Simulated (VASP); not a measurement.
# GaP (F-43m) in VASP: settings compared, part 2 of 3

VASP 6.6.1. Earlier steps stand in the parts before.

**3. Single point, PBE**

The input, INCAR:

```
SYSTEM = GaP
  PREC = Accurate
  ENCUT = 520
  EDIFF = 1E-6
  ISMEAR = -1
  SIGMA = 0.04
  LREAL = .False.
  LASPH = .True.
  NELM = 100
  ALGO = Fast
  ISIF = 2
  LWAVE = .False.
  LCHARG = .False.
  GGA = PE
  NBANDS = 16
```

The input, KPOINTS:

```
Automatic mesh
0
Gamma
  4 4 4
  0 0 0
```

The input, POSCAR:

```
GaP
1.0
    0.0000000000      2.7252500000      2.7252500000
    2.7252500000      0.0000000000      2.7252500000
    2.7252500000      2.7252500000      0.0000000000
Ga P
1 1
Direct
    0.0000000000      0.0000000000      0.0000000000
    0.7500000000      0.7500000000      0.7500000000
```

Potentials or basis: VASP PAW PBE potentials, release 64 (Ga_d, P).

Command:

```console
cat potpaw_PBE.64/Ga_d/POTCAR potpaw_PBE.64/P/POTCAR > POTCAR
mpirun -np 1 vasp_std > vasp.out
```

Wall time 8.2 s (1 thread of Intel Xeon Platinum 8488C (Sapphire Rapids), shared host); peak memory 0.16 GiB.

It converged, with:

```
Free energy            : -8.9761 eV
Pressure               : 2.8 GPa
Band gap on the k mesh : 1.63 eV, indirect (least direct gap 1.82 eV)
```

Levels at points of the mesh, in eV from the valence-band top:
| k point | band 7 | band 8 | band 9 | band 10 | band 11 | band 12 |
| --- | --- | --- | --- | --- | --- | --- |
| (0.00, 0.00, 0.00) | 0.00 | 0.00 | 0.00 | 1.82 | 3.86 | 3.86 |
| (0.50, 0.00, 0.00) | -6.65 | -1.12 | -1.12 | 1.65 | 4.69 | 4.69 |
| (0.50, 0.50, 0.00) | -6.78 | -2.69 | -2.69 | 1.63 | 1.80 | 10.58 |

Caveat: the k mesh is coarse (spacing up to 0.50 Å⁻¹), so the values aren't converged.

**4. Single point, RPBE**

The input, INCAR:

```
  PREC = Accurate
  ENCUT = 520
  EDIFF = 1E-6
  ISMEAR = 0
  SIGMA = 0.1
  LREAL = False
  LASPH = True
  NELM = 100
  ALGO = Normal
  ISIF = 2
  LWAVE = False
  LCHARG = True
  GGA = RP
  LELF = True
  LVHAR = True
  NBANDS = 16
```

The input, KPOINTS:

```
Automatic mesh
0
Gamma
  8 8 8
```

POSCAR is that of step 3.

Potentials or basis: VASP PAW PBE potentials, release 64 (Ga_d, P).

Command:

```console
cat potpaw_PBE.64/Ga_d/POTCAR potpaw_PBE.64/P/POTCAR > POTCAR
mpirun -np 1 vasp_std > vasp.out
```

OUTCAR:

```text
PREC = Accurate
   ENCUT = 520
   EDIFF = 1E-6
   ISMEAR = 0
   LREAL = False
   LASPH = True
   NELM = 100
   ISIF = 2
   GGA = RP

 ion  position               nearest neighbor table
   1  0.000  0.000  0.000-   2 2.36   2 2.36   2 2.36   2 2.36
   2  0.750  0.750  0.750-   1 2.36   1 2.36   1 2.36   1 2.36

  LATTYP: Found a face centered cubic cell.
 ALAT       =     5.4505000000

  Lattice vectors:

 A1 = (   0.0000000000,   2.7252500000,   2.7252500000)
 A2 = (   2.7252500000,   0.0000000000,   2.7252500000)
 A3 = (   2.7252500000,   2.7252500000,   0.0000000000)

Analysis of symmetry for initial positions (statically):
=====================================================================
 Subroutine PRICEL returns:
 Original cell was already a primitive cell.

 Routine SETGRP: Setting up the symmetry group for a
 face centered cubic supercell.

 Subroutine GETGRP returns: Found 24 space group operations
 (whereof 24 operations were pure point group operations)
 out of a pool of 48 trial point group operations.

The static configuration has the point symmetry T_d .

Analysis of symmetry for dynamics (positions and initial velocities):
=====================================================================
 Subroutine PRICEL returns:
 Original cell was already a primitive cell.

 Routine SETGRP: Setting up the symmetry group for a
 face centered cubic supercell.

 Subroutine GETGRP returns: Found 24 space group operations
 (whereof 24 operations were pure point group operations)
 out of a pool of 48 trial point group operations.

The dynamic configuration has the point symmetry T_d .

 Subroutine INISYM returns: Found 24 space group operations
 (whereof 24 operations are pure point group operations),
 and found     1 'primitive' translations

----------------------------------------------------------------------------------------

                                     Primitive cell

  volume of cell :      40.4808

  direct lattice vectors                    reciprocal lattice vectors
     0.000000000  2.725250000  2.725250000    -0.183469406  0.183469406  0.183469406
     2.725250000  0.000000000  2.725250000     0.183469406 -0.183469406  0.183469406
     2.725250000  2.725250000  0.000000000     0.183469406  0.183469406 -0.183469406

  length of vectors
     3.854085511  3.854085511  3.854085511     0.317778334  0.317778334  0.317778334

  position of ions in fractional coordinates (direct lattice)
     0.000000000  0.000000000  0.000000000
     0.750000000  0.750000000  0.750000000

  ion indices of the primitive-cell ions
   primitive index   ion index
                 1           1
                 2           2

----------------------------------------------------------------------------------------

 KPOINTS: Automatic mesh

Automatic generation of k-mesh.
 Grid dimensions read from file:
 generate k-points for:    8    8    8

 Generating k-lattice:

  Cartesian coordinates                     Fractional coordinates (reciprocal lattice)
    -0.022933676  0.022933676  0.022933676     0.125000000  0.000000000  0.000000000
     0.022933676 -0.022933676  0.022933676     0.000000000  0.125000000  0.000000000
     0.022933676  0.022933676 -0.022933676     0.000000000  0.000000000  0.125000000

  Length of vectors
     0.039722292  0.039722292  0.039722292

  Shift w.r.t. Gamma in fractional coordinates (k-lattice)
     0.000000000  0.000000000  0.000000000

 Subroutine IBZKPT returns following result:
 ===========================================

 Found     29 irreducible k-points:

 Following reciprocal coordinates:
            Coordinates               Weight
  0.000000  0.000000  0.000000      1.000000
  0.125000  0.000000  0.000000      8.000000
  0.250000  0.000000  0.000000      8.000000
  0.375000  0.000000  0.000000      8.000000
  0.500000  0.000000  0.000000      4.000000
  0.125000  0.125000  0.000000      6.000000
[... 16 lines left out ...]
  0.500000  0.250000  0.125000     48.000000
 -0.375000  0.250000  0.125000     24.000000
 [... further k-points ...]
   k-points           NKPTS =     29   k-points in BZ     NKDIM =     29   number of bands    NBANDS=     16
   number of dos      NEDOS =    301   number of ions     NIONS =      2
   total plane-waves  NPLWV =  27000
   dimension x,y,z NGX =    30 NGY =   30 NGZ =   30
   dimension x,y,z NGXF=    60 NGYF=   60 NGZF=   60
   ions per type =               1   1
   NGX,Y,Z   is equivalent  to a cutoff of  12.94, 12.94, 12.94 a.u.
   NGXF,Y,Z  is equivalent  to a cutoff of  25.88, 25.88, 25.88 a.u.
 SYSTEM =  unknown system
   PREC   = accura    normal or accurate (medium, high low for compatibility)
   ISTART =      0    job   : 0-new  1-cont  2-samecut
   ICHARG =      2    charge: 1-file 2-atom 10-const
   ISPIN  =      1    spin polarized calculation?
   LNONCOLLINEAR =      F non collinear calculations
   LSORBIT =      F    spin-orbit coupling
   LASPH  =      T    aspherical Exc in radial PAW
   ENCUT  =  520.0 eV  38.22 Ry    6.18 a.u.   7.17  7.17  7.17*2*pi/ulx,y,z
   NELM   =    100;   NELMIN=  2; NELMDL= -5     # of ELM steps
   EDIFF  = 0.1E-05   stopping-criterion for ELM
   LREAL  =      F    real-space projection
   EDIFFG = 0.1E-04   stopping-criterion for IOM
   NSW    =      0    number of steps for IOM
   IBRION =     -1    ionic relax: 0-MD 1-quasi-New 2-CG
   NFREE  =      0    steps in history (QN), initial steepest desc. (CG)
   ISIF   =      2    stress and relaxation
   ISYM   =      2    0-nonsym 1-usesym 2-fastsym
   POTIM  = 0.5000    time-step for ionic-motion
   TEBEG  =    0.0;   TEEND  =   0.0 temperature during run
   PSTRESS=    0.0 pullay stress
   NELECT =      18.0000    total number of electrons
   NUPDOWN=      -1.0000    fix difference up-down
   EMIN   =  10.00;   EMAX   =-10.00  energy-range for DOS
   EFERMI =   0.00;   METHOD = LEGACY
   ISMEAR =     0;   SIGMA  =   0.10  broadening in eV -4-tet -1-fermi 0-gaus
   EFERMI_NEDOS =   21; number of points for ismear=-14 and -15
   IALGO  =     38    algorithm
   IMIX   =      4    mixing-type and parameters
     AMIX     =   0.40;   BMIX     =  1.00
     AMIX_MAG =   1.60;   BMIX_MAG =  1.00
  volume/ion in A,a.u.               =      20.24       136.59
  Fermi-wavevector in a.u.,A,eV,Ry     =   1.249538  2.361284 21.243377  1.561344
  Thomas-Fermi vector in A             =   2.383574
   LORBIT       =      0    0 simple, 1 ext, 2 COOP (PROOUT), +10 PAW based schemes
   GGA     = RP    functional components
   LHFCALC =     F    Hartree Fock is set to
   AEXX    =    0.0000 exact exchange contribution
   IVDW    =     0    specifies the selected vdW correction
   LEPSILON=     F    determine dielectric tensor
   LRPA    =     F    only Hartree local field effects (RPA)
 non-spin polarized calculation
 Gauss-broadening in eV      SIGMA  =   0.10
  energy-cutoff  :      520.00
  volume of cell :       40.48
 maximum number of plane-waves:      1106
 NGX is ok and might be reduce to    30
   NGX = 15   NGY = 15   NGZ = 15

 number of electron      17.9999989 magnetization

 Free energy of the ion-electron system (eV)
  ---------------------------------------------------
  ext. energy  EPLUGINS =         0.00000000
  ---------------------------------------------------
  free energy    TOTEN  =        -8.42920860 eV

  energy without entropy =       -8.42920860  energy(sigma->0) =       -8.42920860

 E-fermi :   5.2424     XC(G=0):  -9.6641

 val. band max:        4.7440430351   @ k =   0.0000   0.0000   0.0000
 cond. band min:       6.4721108220   @ k =   0.3750   0.3750   0.0000
 fundamental gap:      1.7280677869
 Fermi energy:         5.2424442703

 k-point     1 :       0.0000    0.0000    0.0000
  band No.  band energies     occupation
      1      -9.7956      2.00000
      2      -9.7956      2.00000
      3      -9.7956      2.00000
      4      -9.6961      2.00000
      5      -9.6961      2.00000
      6      -7.7175      2.00000
[... 8 lines left out ...]
     15      14.4904      0.00000
     16      14.4904      0.00000
[... 419 lines left out ...]
 k-point    24 :      -0.3750    0.2500    0.1250
  band No.  band energies     occupation
      1      -9.8839      2.00000
      2      -9.7646      2.00000
      3      -9.7528      2.00000
      4      -9.7010      2.00000
      5      -9.6887      2.00000
      6      -5.2584      2.00000
[... 8 lines left out ...]
     15      16.8071      0.00000
     16      17.3056      0.00000

 [... further k-points ...]

------------------------ aborting loop because EDIFF is reached ----------------------------------------

  FORCE on cell =-STRESS in cart. coord.  units (eV):
  Direction    XX          YY          ZZ          XY          YZ          ZX
  --------------------------------------------------------------------------------------
  -------------------------------------------------------------------------------------
  Total        1.1223328      1.1223328      1.1223328      0.0000000      0.0000000      0.0000000
  in kB       44.4204748     44.4204748     44.4204748      0.0000000      0.0000000      0.0000000
  external PRESSURE =      44.4204748 kB  Pullay stress =       0.0000000 kB

 VOLUME and BASIS-vectors are now :
 -----------------------------------------------------------------------------
  energy-cutoff  :      520.00
  volume of cell :       40.48
      direct lattice vectors                 reciprocal lattice vectors
     0.000000000  2.725250000  2.725250000    -0.183469406  0.183469406  0.183469406
     2.725250000  0.000000000  2.725250000     0.183469406 -0.183469406  0.183469406
     2.725250000  2.725250000  0.000000000     0.183469406  0.183469406 -0.183469406

 POSITION                                       TOTAL-FORCE (eV/Angst)
 -----------------------------------------------------------------------------------
      0.00000      0.00000      0.00000         0.000000      0.000000      0.000000
      4.08788      4.08788      4.08788        -0.000000     -0.000000     -0.000000
 -----------------------------------------------------------------------------------
    total drift:                               -0.000002     -0.000002     -0.000002

  FREE ENERGIE OF THE ION-ELECTRON SYSTEM (eV)
  ---------------------------------------------------
  free  energy   TOTEN  =        -8.4292086032 eV

  energy  without entropy=       -8.4292086032  energy(sigma->0) =       -8.42920860
```

stdout:

```text
POSCAR found type information on POSCAR GaP
 POSCAR found :  2 types and       2 ions
 scaLAPACK will be used
 -----------------------------------------------------------------------------
|                                                                             |
|                                                                             |
|     You enforced a specific xc type in the INCAR file but a different       |
|     I HOPE YOU KNOW WHAT YOU ARE DOING!                                     |
|                                                                             |
 -----------------------------------------------------------------------------

 LDA part: xc-table for (Slater+PW92), standard interpolation
 POSCAR, INCAR and KPOINTS ok, starting setup
 FFT: planning ... GRIDC
 FFT: planning ... GRID_SOFT
 FFT: planning ... GRID
 WAVECAR not read
 entering main loop
```

Wall time 12 s (1 thread of Intel Xeon 6975P-C (Granite Rapids), shared host); peak memory 0.17 GiB.

What came out:

* Free energy: -8.4292 eV
* Pressure: 4.4 GPa
* Band gap on the k mesh: 1.73 eV, indirect (least direct gap 1.96 eV)

Caveat: the PAW data sets were made with another functional, which shifts forces and pressure a little.

(Continued in part 3 of 3.)
